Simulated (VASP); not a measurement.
# Vibrations of WS2 (Tungstenite) at several levels of theory

Aim: the vibrations of WS2 (Tungstenite) at the zone centre, at several levels of theory. The starting structure is a measured crystal structure from the Crystallography Open Database.

Program: VASP 6.6.1. Level of theory: Kohn-Sham DFT with plane waves and PAW; LDA, PBEsol and PBE. Results are calculated unless marked as measured.

## 1. The structure

It takes space group R3m (No. 160, trigonal). The conventional cell has a = 3.158 Å, b = 3.158 Å, c = 18.490 Å, α = 90.00°, β = 90.00°, γ = 120.00°. Nearest to W lie 6 S at 2.39 to 2.42 Å. Nearest to S lie 3 W at 2.42 Å. S has 3 W at 2.39 Å nearest. Farther neighbours and most contacts between anions are not listed.

Coordinates:

```cif
data_structure
_symmetry_space_group_name_H-M 'P 1'
_symmetry_Int_Tables_number 1
_cell_length_a 6.4274
_cell_length_b 6.4274
_cell_length_c 6.4274
_cell_angle_alpha 28.443
_cell_angle_beta 28.443
_cell_angle_gamma 28.443
_cell_volume 53.23
loop_
_atom_site_label
_atom_site_type_symbol
_atom_site_fract_x
_atom_site_fract_y
_atom_site_fract_z
_atom_site_occupancy
W1 W 0.00000 0.00000 0.00000 1
S2 S 0.58100 0.58100 0.58100 1
S3 S 0.75030 0.75030 0.75030 1
```

## 2. Modes with LDA

LDA, the lowest rung, knows the local density alone. The cell comes from a relaxation at this level, not shown (51.29 Å³).

The input, INCAR:

```
SYSTEM = WS2
PREC = Accurate
ENCUT = 450
EDIFF = 1E-08
NELM = 100
ISMEAR = 0
SIGMA = 0.03
LREAL = .FALSE.
ALGO = Normal
GGA = CA
NBANDS = 15
LASPH = .TRUE.
LORBIT = 11
LWAVE = .FALSE.
LCHARG = .FALSE.
KPAR = 4
IBRION = 8
LEPSILON = .TRUE.
LPEAD = .TRUE.
ISIF = 2
```

The input, POSCAR:

```
WS2
1.0
    1.5640443343      0.9030014175      6.0521989749
   -1.5640443343      0.9030014175      6.0521989749
    0.0000000000     -1.8060028349      6.0521989749
W S
1 2
Direct
    0.9993439653      0.9993439653      0.9993439653
    0.5800150023      0.5800150023      0.5800150023
    0.7519410324      0.7519410324      0.7519410324
```

The input, KPOINTS:

```
Automatic mesh
0
Gamma
12 12 12
0 0 0
```

Potentials, in the order of the species: W and S (LDA family, release 64).

Run with:

```
mpirun -np 4 vasp_std
```

Log:

```text
[banner, memory and clock lines left out]
running    4 mpi-ranks, on    1 nodes
 distrk:  each k-point on    1 cores,    4 groups
 distr:  one band on    1 cores,    1 groups

 POSCAR found type information on POSCAR W S
 POSCAR found :  2 types and       3 ions
 LDA part: xc-table for (Slater(with rela. corr.)+CA(PZ))
 , standard interpolation
 POSCAR, INCAR and KPOINTS ok, starting setup
 FFT: planning ... GRIDC
 FFT: planning ... GRID_SOFT
 FFT: planning ... GRID
 WAVECAR not read
 entering main loop
       N       E                     dE             d eps       ncg     rms          rms(c)
DAV:   1     0.656379917491E+02    0.65638E+02   -0.74710E+03  5718   0.938E+02
DAV:   2    -0.233250865654E+02   -0.88963E+02   -0.83729E+02  7484   0.205E+02
DAV:   3    -0.276406688006E+02   -0.43156E+01   -0.42826E+01  7462   0.461E+01
DAV:   4    -0.276890293523E+02   -0.48361E-01   -0.48345E-01  7189   0.543E+00
DAV:   5    -0.276899039176E+02   -0.87457E-03   -0.87449E-03  7833   0.707E-01    0.295E+01
DAV:   6    -0.265613681280E+02    0.11285E+01   -0.27637E+00  7866   0.120E+01    0.128E+01
DAV:   7    -0.264027530801E+02    0.15862E+00   -0.88893E-01  6090   0.754E+00    0.675E+00
DAV:   8    -0.263412202035E+02    0.61533E-01   -0.14147E-01  7343   0.319E+00    0.102E+00
DAV:   9    -0.263394905173E+02    0.17297E-02   -0.16761E-02  6958   0.966E-01    0.513E-01
DAV:  10    -0.263386207454E+02    0.86977E-03   -0.65247E-03  7385   0.506E-01    0.180E-01
DAV:  11    -0.263385408917E+02    0.79854E-04   -0.71687E-04  7119   0.185E-01    0.540E-02
DAV:  12    -0.263385388757E+02    0.20160E-05   -0.18696E-05  7777   0.348E-02    0.435E-02
DAV:  13    -0.263385359482E+02    0.29274E-05   -0.19847E-05  7238   0.270E-02    0.228E-02
DAV:  14    -0.263385359410E+02    0.71832E-08   -0.18141E-06  7665   0.928E-03    0.162E-02
DAV:  15    -0.263385358845E+02    0.56537E-07   -0.57611E-08  7266   0.183E-03    0.112E-02
DAV:  16    -0.263385358250E+02    0.59503E-07   -0.48323E-07  7140   0.413E-03    0.424E-03
DAV:  17    -0.263385358207E+02    0.43087E-08   -0.31706E-08  6734   0.130E-03
   1 F= -.26338536E+02 E0= -.26338536E+02  d E =-.399557E-12
 Linear response reoptimize wavefunctions to high precision
DAV:   1    -0.263385358164E+02    0.42908E-08   -0.44671E-09  7244   0.426E-04
DAV:   2    -0.263385358164E+02   -0.60709E-10   -0.25492E-10  3696   0.131E-04
 Linear response to external field (no local field effect), progress :
  Direction:   1
       N       E                     dE             d eps       ncg     rms          rms(c)
RMM:   1    -0.195871192472E+01   -0.19587E+01   -0.11879E+01  5374   0.631E+00
RMM:   2    -0.201927673251E+01   -0.60565E-01   -0.49570E-02  5103   0.116E+00
RMM:   3    -0.202048289921E+01   -0.12062E-02   -0.10319E-03  5103   0.153E-01
RMM:   4    -0.202051096516E+01   -0.28066E-04   -0.41624E-05  5103   0.265E-02
RMM:   5    -0.202051196616E+01   -0.10010E-05   -0.14028E-06  5088   0.494E-03
RMM:   6    -0.202051201313E+01   -0.46976E-07   -0.61007E-08  4262   0.974E-04
RMM:   7    -0.202051201643E+01   -0.33018E-08    0.16597E-09  2438   0.207E-04
 change of polarisation eV/A/(eV/A) component  1 :     4.041    -0.305     0.053
 dielectric tensor                  component  1 :    15.258    -1.076     0.187
 Linear response to external field (no local field effect), progress :
  Direction:   2
       N       E                     dE             d eps       ncg     rms          rms(c)
RMM:   1    -0.185140660238E+01   -0.18514E+01   -0.11153E+01  5401   0.625E+00
RMM:   2    -0.191328944032E+01   -0.61883E-01   -0.45748E-02  5103   0.114E+00
RMM:   3    -0.191442083985E+01   -0.11314E-02   -0.97998E-04  5103   0.152E-01
RMM:   4    -0.191444581558E+01   -0.24976E-04   -0.40866E-05  5103   0.261E-02
RMM:   5    -0.191444665239E+01   -0.83682E-06   -0.17639E-06  5103   0.486E-03
RMM:   6    -0.191444666819E+01   -0.15795E-07   -0.15643E-07  4371   0.957E-04
RMM:   7    -0.191444666450E+01    0.36882E-08   -0.24328E-08  2428   0.202E-04
 change of polarisation eV/A/(eV/A) component  2 :    -0.321     3.829    -0.026
 dielectric tensor                  component  2 :    -1.134    14.509    -0.091
 Linear response to external field (no local field effect), progress :
  Direction:   3
       N       E                     dE             d eps       ncg     rms          rms(c)
RMM:   1    -0.120587796649E+01   -0.12059E+01   -0.57305E+00  5401   0.593E+00
RMM:   2    -0.126949758746E+01   -0.63620E-01   -0.29079E-02  5103   0.108E+00
RMM:   3    -0.127011843902E+01   -0.62085E-03   -0.61923E-04  5103   0.131E-01
RMM:   4    -0.127013668922E+01   -0.18250E-04   -0.22413E-05  5103   0.225E-02
RMM:   5    -0.127013728731E+01   -0.59809E-06   -0.64982E-07  5098   0.401E-03
RMM:   6    -0.127013731640E+01   -0.29084E-07   -0.24654E-08  4361   0.762E-04
RMM:   7    -0.127013731865E+01   -0.22567E-08   -0.28154E-09  2545   0.154E-04
 change of polarisation eV/A/(eV/A) component  3 :     0.053    -0.026     2.540
 dielectric tensor                  component  3 :     0.187    -0.091     9.963
 Linear response to external field, progress :
  Direction:   1
       N       E                     dE             d eps       ncg     rms          rms(c)
RMM:   1    -0.190269852275E+01   -0.19027E+01   -0.11492E+01 24660   0.629E+00
[...]
RMM:   9    -0.137158382857E+00   -0.71555E-06   -0.66919E-09  9930   0.141E-04    0.620E-05
RMM:  10    -0.137158559914E+00   -0.17706E-06   -0.11395E-08 10190   0.634E-05    0.291E-05
RMM:  11    -0.137158493594E+00    0.66320E-07    0.47711E-09  9979   0.227E-05    0.256E-05
RMM:  12    -0.137158544023E+00   -0.50429E-07   -0.94999E-09 10070   0.102E-05    0.325E-06
RMM:  13    -0.137158540275E+00    0.37475E-08   -0.36702E-09  9097   0.339E-06    0.112E-06
 first order change of Fermi-energy  -0.28308E-01
 force on displaced ion       1 direction 3 :   0.000  -0.000 -33.793
 Born effective charge ion    1 direction 3 :   0.000  -0.000  -0.623
 Linear response progress:
  Degree of freedom:   3/  6
       N       E                     dE             d eps       ncg     rms          rms(c)
RMM:   1    -0.931339722282E-01   -0.93134E-01    0.26159E-03 61389   0.206E+00
RMM:   2    -0.916154868687E-01    0.15185E-02   -0.17983E-03 40765   0.329E-01    0.131E-01
RMM:   3    -0.918310687146E-01   -0.21558E-03   -0.92529E-05 43056   0.578E-02    0.756E-02
RMM:   4    -0.921407041465E-01   -0.30964E-03   -0.75433E-05 42780   0.462E-02    0.143E-02
RMM:   5    -0.920697947364E-01    0.70909E-04   -0.39603E-06 44376   0.110E-02    0.418E-03
RMM:   6    -0.920651958774E-01    0.45989E-05   -0.14194E-07 46124   0.171E-03    0.255E-03
RMM:   7    -0.920770740769E-01   -0.11878E-04   -0.30537E-07 43521   0.144E-03    0.359E-04
RMM:   8    -0.920747542969E-01    0.23198E-05   -0.84771E-07 46967   0.288E-04    0.251E-04
RMM:   9    -0.920737692384E-01    0.98506E-06   -0.12831E-07 45118   0.821E-05    0.567E-05
RMM:  10    -0.920737899821E-01   -0.20744E-07   -0.10270E-08 47572   0.197E-05    0.806E-06
RMM:  11    -0.920738154287E-01   -0.25447E-07   -0.10672E-09 45718   0.584E-06    0.237E-06
RMM:  12    -0.920738064622E-01    0.89665E-08    0.47025E-09 41188   0.322E-06    0.765E-07
 first order change of Fermi-energy  -0.17678E-04
 force on displaced ion       2 direction 1 : -11.080   0.002  -0.000
 Born effective charge ion    2 direction 1 :   0.343  -0.003   0.000
 Linear response progress:
  Degree of freedom:   4/  6
       N       E                     dE             d eps       ncg     rms          rms(c)
RMM:   1    -0.137232747332E+00   -0.13723E+00    0.16198E-02 13138   0.217E+00
RMM:   2    -0.132896509894E+00    0.43362E-02   -0.27673E-03  8996   0.383E-01    0.359E-01
RMM:   3    -0.132808710886E+00    0.87799E-04   -0.36577E-04  9489   0.108E-01    0.260E-01
RMM:   4    -0.132884894522E+00   -0.76184E-04   -0.13035E-04  9475   0.551E-02    0.981E-02
RMM:   5    -0.132971103900E+00   -0.86209E-04   -0.43025E-05  9371   0.354E-02    0.125E-02
RMM:   6    -0.132948363900E+00    0.22740E-04   -0.32221E-06  9628   0.985E-03    0.397E-03
RMM:   7    -0.132946505277E+00    0.18586E-05   -0.68495E-08  9989   0.218E-03    0.211E-03
RMM:   8    -0.132950489915E+00   -0.39846E-05    0.43120E-08  9754   0.790E-04    0.636E-04
RMM:   9    -0.132949792377E+00    0.69754E-06   -0.70520E-09  9842   0.279E-04    0.946E-05
RMM:  10    -0.132949513359E+00    0.27902E-06   -0.18232E-08 10309   0.777E-05    0.254E-05
RMM:  11    -0.132949541163E+00   -0.27804E-07   -0.12227E-07 10065   0.208E-05    0.115E-05
RMM:  12    -0.132949546830E+00   -0.56674E-08   -0.28300E-08 10142   0.852E-06    0.194E-06
 first order change of Fermi-energy  -0.37415E+00
 force on displaced ion       2 direction 3 :   0.000  -0.000 -19.125
 Born effective charge ion    2 direction 3 :   0.000   0.000   0.255
 Linear response progress:
  Degree of freedom:   5/  6
       N       E                     dE             d eps       ncg     rms          rms(c)
RMM:   1    -0.931873001244E-01   -0.93187E-01    0.21871E-03 61186   0.206E+00
RMM:   2    -0.916162420978E-01    0.15711E-02   -0.18232E-03 40853   0.330E-01    0.130E-01
RMM:   3    -0.918383870526E-01   -0.22214E-03   -0.93954E-05 43027   0.582E-02    0.756E-02
RMM:   4    -0.921516541710E-01   -0.31327E-03   -0.79136E-05 42701   0.463E-02    0.144E-02
RMM:   5    -0.920776981740E-01    0.73956E-04   -0.41576E-06 44450   0.112E-02    0.418E-03
RMM:   6    -0.920734865820E-01    0.42116E-05   -0.89383E-08 46116   0.170E-03    0.259E-03
RMM:   7    -0.920854903903E-01   -0.12004E-04   -0.14964E-07 43499   0.146E-03    0.360E-04
RMM:   8    -0.920830648193E-01    0.24256E-05   -0.94380E-07 46860   0.298E-04    0.252E-04
RMM:   9    -0.920820731097E-01    0.99171E-06   -0.15125E-07 45216   0.839E-05    0.463E-05
RMM:  10    -0.920821255249E-01   -0.52415E-07   -0.21429E-08 47645   0.196E-05    0.713E-06
RMM:  11    -0.920821405024E-01   -0.14977E-07    0.80586E-10 44974   0.552E-06    0.272E-06
RMM:  12    -0.920821249160E-01    0.15586E-07   -0.10280E-09 41073   0.354E-06    0.643E-07
RMM:  13    -0.920821204029E-01    0.45130E-08    0.27015E-10 23334   0.224E-06    0.484E-07
 first order change of Fermi-energy  -0.11185E-04
 force on displaced ion       3 direction 1 : -11.105   0.000   0.000
 Born effective charge ion    3 direction 1 :   0.361  -0.003   0.000
 Linear response progress:
  Degree of freedom:   6/  6
       N       E                     dE             d eps       ncg     rms          rms(c)
RMM:   1    -0.137278620963E+00   -0.13728E+00    0.16678E-02 13150   0.217E+00
RMM:   2    -0.132917293144E+00    0.43613E-02   -0.26688E-03  8900   0.382E-01    0.360E-01
RMM:   3    -0.132836476154E+00    0.80817E-04   -0.34677E-04  9429   0.108E-01    0.260E-01
RMM:   4    -0.132913341897E+00   -0.76866E-04   -0.13373E-04  9467   0.549E-02    0.987E-02
RMM:   5    -0.132999590126E+00   -0.86248E-04   -0.36497E-05  9410   0.352E-02    0.125E-02
RMM:   6    -0.132978394129E+00    0.21196E-04   -0.20397E-06  9645   0.969E-03    0.394E-03
RMM:   7    -0.132976478889E+00    0.19152E-05   -0.20005E-07  9965   0.220E-03    0.209E-03
RMM:   8    -0.132980185354E+00   -0.37065E-05   -0.11940E-07  9792   0.760E-04    0.633E-04
RMM:   9    -0.132979633767E+00    0.55159E-06   -0.10904E-08  9810   0.268E-04    0.930E-05
RMM:  10    -0.132979379607E+00    0.25416E-06   -0.18939E-08 10323   0.737E-05    0.255E-05
RMM:  11    -0.132979394811E+00   -0.15205E-07   -0.10015E-07 10077   0.189E-05    0.110E-05
RMM:  12    -0.132979401430E+00   -0.66187E-08   -0.24533E-08 10170   0.807E-06    0.173E-06
 first order change of Fermi-energy   0.40265E+00
 force on displaced ion       3 direction 3 :   0.000  -0.000 -19.374
 Born effective charge ion    3 direction 3 :   0.000   0.000   0.368
 Born effective charges drift removed
 Linear response finished
```

Wall time 34 min (4 MPI ranks of Intel Xeon 6975P-C (Granite Rapids), shared host); peak memory 6.1 GiB; 1.9 h of CPU time.

Lines that name or quote the potential files are left out of all logs, and their timing lines are given in words.

(Part 1 of 3 ends here.)

[Lines on the potential files, build, host, timing and source positions are cut from VASP's logs without a mark.]

[Logs are printed without paths, hosts, clocks, repeated set-up lines and the standing remarks that a program may print on its own settings, such as how far it seeks lower states.]

[Hosts, paths, dates, database ids (printed as entryN), source tags and the programs' standing remarks are cut or masked in the printed files.]
